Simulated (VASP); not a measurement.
**BAs: relaxation of cell and atoms with PBEsol**

BAs:

```xyz
2
Lattice="0.0000 2.3885 2.3885 2.3885 0.0000 2.3885 2.3885 2.3885 0.0000" Properties=species:S:1:pos:R:3 pbc="T T T"
B     0.0000    0.0000    0.0000
As    1.1943    1.1943    1.1943
```

```
Program                : VASP 6.6.1
Task                   : relaxation of cell and atoms
Functional             : PBEsol
Potentials or basis    : VASP PAW PBE potentials, release 64 (B, As)
Cutoff                 : 600 eV
k mesh                 : 10 × 10 × 10
Occupations            : gaussian, width 0.03 eV
Spin                   : no spin polarisation
Further INCAR settings : ALGO = Normal; EDIFF = 1e-06; IBRION = 2; EDIFFG = -0.01; NSW = 90; ISIF = 3
```

```
Pressure after relaxing : 0.1 GPa
Band gap on the k mesh  : 1.08 eV, indirect (least direct gap 3.24 eV)
```

Final structure:
```xyz
2
Lattice="0.0000 2.3885 2.3885 2.3885 0.0000 2.3885 2.3885 2.3885 0.0000" Properties=species:S:1:pos:R:3 pbc="T T T"
B     0.0000    0.0000    0.0000
As    1.1943    1.1943    1.1943
```

Levels at points of the mesh, in eV from the valence-band top:
```csv
k point,band 2,band 3,band 4,band 5,band 6,band 7
"(0.00, 0.00, 0.00)",0.00,0.00,0.00,3.24,3.24,3.24
"(0.50, 0.00, 0.00)",-8.83,-1.83,-1.83,2.65,4.73,4.73
"(0.50, 0.50, 0.00)",-8.53,-4.11,-4.11,1.31,1.34,11.34
```

It took 16 s on 1 thread of Intel(R) Xeon(R) Platinum 8259CL CPU @ 2.50GHz (Skylake/Cascade Lake) (shared host), peak memory 0.16 GiB.

Caveat: the relaxation stopped at its first step, so nothing moved; the PAW data sets were made with another functional, which shifts forces and pressure a little. A k mesh can miss the band edges.
